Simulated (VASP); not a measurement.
Write the native input for VASP 6.6.1 that does the following.

```
Task                      : relaxation of the atoms
Functional                : PBEsol
Dispersion                : D3
Potentials or basis       : VASP PAW PBE potentials, release 64 (O, Co, Pt)
Cutoff                    : 520 eV
k mesh                    : 8 × 8 × 1
Occupations               : fermi-dirac, width 0.05 eV
Spin                      : collinear spin, ferromagnetic start
Starting moments          : [0.0, 0.0, 0.0, 0.0, 2.0, 2.0, 0.0] μB
Dipole correction         : yes
Atoms held fixed (from 0) : [0, 4, 1]
Further INCAR settings    : ALGO = Normal; EDIFF = 1e-06; IBRION = 2; EDIFFG = -0.01; NSW = 60
```

The structure of Co2PtO4 lies in POSCAR:

```
Co2PtO4
1.0
    2.8245398345      0.0000000000      0.0000000000
   -1.4122699173      2.4461232507      0.0000000000
    0.0000000000      0.0000000000     22.8788124025
O Co Pt
4 2 1
Selective dynamics
Direct
    0.0000000000      0.0000000000      0.3278142182  F F F
    0.6666666667      0.3333333333      0.4125836222  F F F
    0.6666666667      0.3333333333      0.5874163778  T T T
    0.3333333333      0.6666666667      0.6721857818  T T T
    0.3333333333      0.6666666667      0.3701989202  F F F
    0.0000000000      0.0000000000      0.6298010798  T T T
    0.6666666667      0.3333333333      0.5000000000  T T T
```

These files were run (other wordings do the same):

INCAR

```
SYSTEM = Co2PtO4
ALGO = Normal ; DIPOL = 0.5 0.5 0.500
EDIFF = 1E-6 ; EDIFFG = -0.01
ENCUT = 520 ; GGA = PS
IBRION = 2 ; IDIPOL = 3
ISIF = 2 ; ISMEAR = -1
ISPIN = 2 ; IVDW = 11
LASPH = .True. ; LCHARG = .False.
LDIPOL = .True. ; LMAXMIX = 4
LORBIT = 11 ; LREAL = .False.
LWAVE = .False. ; MAGMOM = 0 0 0 0 2 2 0
NELM = 100 ; NSW = 60
PREC = Accurate ; SIGMA = 0.05
```

KPOINTS

```
k-points
0
Gamma
  8 8 1
  0 0 0
```

Potentials or basis: VASP PAW PBE potentials, release 64 (O, Co, Pt).

Run with:

```sh
$ cat potpaw_PBE.64/O/POTCAR potpaw_PBE.64/Co/POTCAR potpaw_PBE.64/Pt/POTCAR > POTCAR
$ mpirun -np 1 vasp_std > vasp.out
```

Results of the run:

The energy gained by relaxing is 11.3 meV/atom and the ionic steps are 13. The band gap on the k mesh is none (metal or under the smearing width), the net moment is 0.95 μB per cell and the site moments are O +0.06, +0.02, +0.08; Co +0.36, +0.35; Pt +0.03 μB. The valence electrons inside the program's atomic spheres are O 4.89, 5.00, 4.93; Co 8.42, 8.50; Pt 9.24 and the dispersion energy per atom is -0.169 eV.

Caveat: semilocal functionals often make such compounds metallic where correlation or magnetic order opens a gap, which also shifts bond lengths.

It took 44 min on 1 thread of Intel(R) Xeon(R) Platinum 8375C CPU @ 2.90GHz (Ice Lake), with other jobs on the host, peak memory 0.46 GiB.
